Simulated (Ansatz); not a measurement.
Crystal: Ta2N.

```
CELL_PARAMETERS angstrom
3.11286 0.00000 0.00000
-1.55643 2.69582 0.00000
0.00000 0.00000 4.86984
ATOMIC_POSITIONS crystal
Ta 0.33333 0.66667 0.25471
Ta 0.66667 0.33333 0.74529
N 0.00000 0.00000 0.00000
```

The cell comes from a database or a generator and needn't be the stable form of this composition.

| Quantity | Value |
| --- | --- |
| Program | Ansatz 0.2.0 |
| Task | single point |
| Functional | PBE |
| Potentials or basis | Ansatz PAW |
| Cutoff | 420 eV (not typed: the program's choice for these potentials) |
| k mesh | 10 × 10 × 6 |
| Occupations | fermi-dirac, width 0.05 eV |
| Spin | no spin polarisation |

On this cell: pressure -1.3 GPa; largest force 0.018 eV/Å; band gap on the k mesh none (metal or under the smearing width).

The same run follows on a disturbed copy (atoms moved at random, drawn with an rms of 0.05 Å):

```
Ta N
1.0
     3.11286    0.00000    0.00000
    -1.55643    2.69582    0.00000
     0.00000    0.00000    4.86984
Ta N
2 1
Cartesian
  -0.0066 1.7615 1.2238
  1.6174 0.9226 3.6193
  -0.0143 0.0159 0.0193
```

Question: What does the disturbed cell give?

Answer: The energy (extrapolated to zero smearing) moves by +10.1 meV/atom; pressure -0.6 GPa; largest force 0.772 eV/Å; band gap on the k mesh none (metal or under the smearing width).

Forces in eV/Å, atoms in the order of the input:
```
Ta  -0.052  0.367  0.325
Ta  -0.437  0.008  0.141
N    0.489 -0.374 -0.466
```

Stress tensor (GPa, compression positive):
```
-0.91  0.13  0.97
 0.13 -0.73  1.16
 0.97  1.16 -0.05
```
